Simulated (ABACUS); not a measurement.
Write the native input for ABACUS 3.10.1 that does the following.

```yaml
Task: single point
Functional: PBEsol
Potentials_or_basis: PseudoDojo NC SR 0.4.1 PBEsol standard
Cutoff: 1143 eV
Density_cutoff: 4572 eV
Basis: plane waves
k_mesh: 11 × 11 × 11
Occupations: fermi-dirac, width 0.05 eV
Spin: no spin polarisation
Radial_cutoff_of_the_potentials_pseudo_rcut: 7 bohr
SCF_threshold_on_the_density: 1e-08
Max_SCF_steps: 100
Eigensolver: dav
Mixing: broyden
Mixing_share: 0.7
Symmetry_key: 1
```

Ti:

```
Ti
1.0
     0.00000    2.03000    2.03000
     2.03000    0.00000    2.03000
     2.03000    2.03000    0.00000
Ti
1
Cartesian
  0.0000 0.0000 0.0000
```

This isn't the form of Ti at room conditions, which is hcp.

The input as run:

INPUT

```
INPUT_PARAMETERS
suffix              Ti
calculation         scf
basis_type          pw
pseudo_dir          ./
symmetry            1
dft_functional      pbesol
ecutwfc             84
pseudo_rcut         7
nspin               1
nbands              10
ks_solver           dav
smearing_method     fd
smearing_sigma      0.00367493
scf_thr             1e-08
scf_nmax            100
mixing_type         broyden
mixing_beta         0.7
cal_force           1
cal_stress          1
kpar                4
```

STRU

```
ATOMIC_SPECIES
Ti 47.8670 Ti.upf

LATTICE_CONSTANT
1.8897261246

LATTICE_VECTORS
0.0000000000 2.0300000000 2.0300000000
2.0300000000 0.0000000000 2.0300000000
2.0300000000 2.0300000000 0.0000000000

ATOMIC_POSITIONS
Direct

Ti
0.0
1
0.0000000000 0.0000000000 0.0000000000 1 1 1
```

KPT

```
K_POINTS
0
Gamma
11 11 11 0 0 0
```

Potentials or basis: PseudoDojo NC SR 0.4.1 PBEsol standard, plane waves.

Command:

```console
$ OMP_NUM_THREADS=1 mpirun -np 4 abacus > log
```

Results of the run:

| Property | Result |
| --- | --- |
| Pressure | -0.5 GPa |
| Band gap on the k mesh | none (metal or under the smearing width) |

Wall time 2.8 s on 4 MPI ranks on Intel(R) Xeon(R) 6975P-C (Granite Rapids), with other jobs on the host, peak memory 0.24 GiB a rank.
